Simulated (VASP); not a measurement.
Given:

```yaml
crystal:
  lattice:
    - [4.31081, 0.00000, 0.00000]
    - [-2.15541, 3.73327, 0.00000]
    - [0.00000, 0.00000, 23.95632]
  atoms:
    - { symbol: Sb, position: [0.33333, 0.66667, 0.41542] }
    - { symbol: Sb, position: [0.00000, 0.00000, 0.58458] }
    - { symbol: Te, position: [0.00000, 0.00000, 0.34352] }
    - { symbol: Te, position: [0.66667, 0.33333, 0.50000] }
    - { symbol: Te, position: [0.33333, 0.66667, 0.65648] }
```

Calculation: optB88-vdW, VASP's PBE PAW potentials (set 64) (plane waves; VASP). Settings: PREC = Normal, 400 eV cut-off, 12×12×1 Γ-centred mesh, Gaussian smearing of 0.050 eV, potentials Sb Te.

Question: What does the run give for the energy per atom (σ→0)?

Answer: 
- energy per atom (σ→0) = -1.647 eV/atom

The cell is a sheet with vacuum, built from Sb2Te3 (tetradymite).
